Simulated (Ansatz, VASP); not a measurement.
This is a calculation of MgS (Niningerite) for Ansatz 0.2.0.

input.yaml

```yaml
crystal:
  lattice:
    - [0.0, 2.6526756995, 2.6526756995]
    - [2.6526756995, 0.0, 2.6526756995]
    - [2.6526756995, 2.6526756995, 0.0]
  atoms:
    - { symbol: S, position: [0.5, 0.5, 0.5] }
    - { symbol: Mg, position: [0.0, 0.0, 0.0] }
kpoints:
  mp_grid: { grid: [9, 9, 9] }
scf:
  occupations: { method: fermi_dirac, width: 0.05 }
hamiltonian:
  xc: lda
  pseudopotentials: { kind: all_electron, lapw: { basis_error: 0.001 } }
output:
  forces: true
  stress: true
  eigenvalues: true
```

Potentials or basis: all-electron LAPW, scalar-relativistic.

Command:

```console
$ ansatz run input.yaml --threads 1 --pin off --max-ram 3072MiB --backend cpu --events-out ev --progress --plain --runs-dir out
```

Set up the same calculation for VASP 6.6.1. Potentials there: VASP PAW LDA potentials, release 64 (S, Mg).

As run (the cutoff follows the program's own potentials):

File INCAR:

```
PREC = Accurate ; ENCUT = 520
EDIFF = 1E-7 ; ISMEAR = -1
SIGMA = 0.05 ; LREAL = F
LASPH = T ; NELM = 60
ALGO = Normal ; ISIF = 2
LWAVE = F ; LCHARG = F
NBANDS = 11
```

The input KPOINTS:

```
regular mesh
0
Gamma
  9 9 9
```

Contents of POSCAR:

```
MgS
1.0
    0.0000000000      2.6526756995      2.6526756995
    2.6526756995      0.0000000000      2.6526756995
    2.6526756995      2.6526756995      0.0000000000
S Mg
1 1
Direct
    0.5000000000      0.5000000000      0.5000000000
    0.0000000000      0.0000000000      0.0000000000
```

Potentials or basis: VASP PAW LDA potentials, release 64 (S, Mg).

Run with:

```bash
$ cat potpaw_LDA.64/S/POTCAR potpaw_LDA.64/Mg/POTCAR > POTCAR
$ mpirun -np 1 vasp_std > vasp.out
```

Both were run:

|  | VASP | Ansatz | Ansatz less VASP |
| --- | --- | --- | --- |
| gap on the k mesh at the Fermi level (eV) | 2.56 | 2.57 | +0.007 |
| least direct gap on the mesh (eV) | 3.05 | 3.05 | -0.007 |
| pressure (GPa) | -7.4 | -6.8 | +0.55 |

Ansatz ran all-electron here, so the differences hold the error of VASP's frozen core and of both bases.

Caveats: an odd mesh through Γ misses points on the zone boundary, where band edges often lie.
